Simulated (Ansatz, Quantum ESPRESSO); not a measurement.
# BaZrO3 (cubic perovskite): bulk modulus from a few volumes

How stiff is cubic perovskite BaZrO3 under hydrostatic load? Each row relaxes cell and atoms at a set pressure. The symmetry of the cell is held, so distortions that would lower it, which this phase may prefer, aren't tested. The phase is followed to these pressures whether or not it stays the stable one.

Calculated with Quantum ESPRESSO 7.5, PBEsol, GBRV 1.5 ultrasoft potentials, cutoff 680 eV, Fermi–Dirac smearing 0.02 eV, k-mesh 7×7×7, no spin polarisation, no spin-orbit coupling.

Reference cell, relaxed at zero pressure with PBEsol (Pm-3m): a = 4.1841 Å, b = 4.1841 Å, c = 4.1841 Å, α = 90.00°, β = 90.00°, γ = 90.00°.

```
atom       x       y       z
  Ba  0.0000  0.0000  0.0000
  Zr  0.5000  0.5000  0.5000
   O  0.5000  0.5000  0.0000
   O  0.5000  0.0000  0.5000
   O  0.0000  0.5000  0.5000
```

| V (Å³/atom) | V/V0 | P (GPa) | E − E0 (meV/atom) |
| --- | --- | --- | --- |
| 14.2351 | 0.9717 | 5.005 | 6.8 |
| 13.8765 | 0.9472 | 10.005 | 23.9 |
| 13.5607 | 0.9257 | 14.998 | 48.8 |
| 13.2783 | 0.9064 | 19.994 | 79.9 |
| 12.7907 | 0.8731 | 29.977 | 156.2 |

V0 = 14.6495 Å³ an atom, where the residual pressure P0 is +0.003 GPa. **Question.** Fit the Birch–Murnaghan law and give the pressure and the energy at V = 15.0344 Å³ an atom, a row left out above.

With the Eulerian strain f = ½[(V0/V)^(2/3) − 1] and F = (P − P0)/[3f(1 + 2f)^(5/2)], the third-order law is the line F = B0 + (3/2) B0 (B′ − 4) f.

| f | F (GPa) |
| --- | --- |
| 0.04734 | 168.34 |
| 0.03386 | 167.09 |
| 0.02642 | 166.35 |
| 0.01840 | 165.54 |
| 0.00966 | 164.59 |

A straight line through the 5 rows: the means are 0.02714 for f and 166.38 for F, Σ(Δx)² = 0.0008357 and ΣΔxΔy = 0.08302, so the slope is 0.08302/0.0008357 = 99.342 and the intercept 166.38 − (99.342)(0.02714) = 163.69.

Hence B0 = 163.7 GPa and B′ = 4 + (99.3)/(1.5 × 163.7) = 4.40. For the withheld volume f = −0.00857, F = 162.83 GPa and P = −4.01 GPa, an extrapolation past the fitted rows. The run itself gives −4.01 GPa, so the estimate misses by 0.00 GPa, a rounding's worth.

Integrating the same law gives E − E0 = (9/2) B0 V0 f²[1 + (B′ − 4) f] + P0(V0 − V), with 1 GPa Å³ = 6.2415 meV: 4.9 meV an atom. The run itself gives 4.5 meV, so the estimate misses by 0.4 meV; the fitted rows themselves lie up to 2.3 meV off the law.

The same fit over all rows at other levels or in other programs gives B0 = 163 GPa with PBEsol (Ansatz).

[Logs are printed without paths, hosts, clocks, repeated set-up lines and the standing remarks that a program may print on its own settings, such as how far it seeks lower states.]
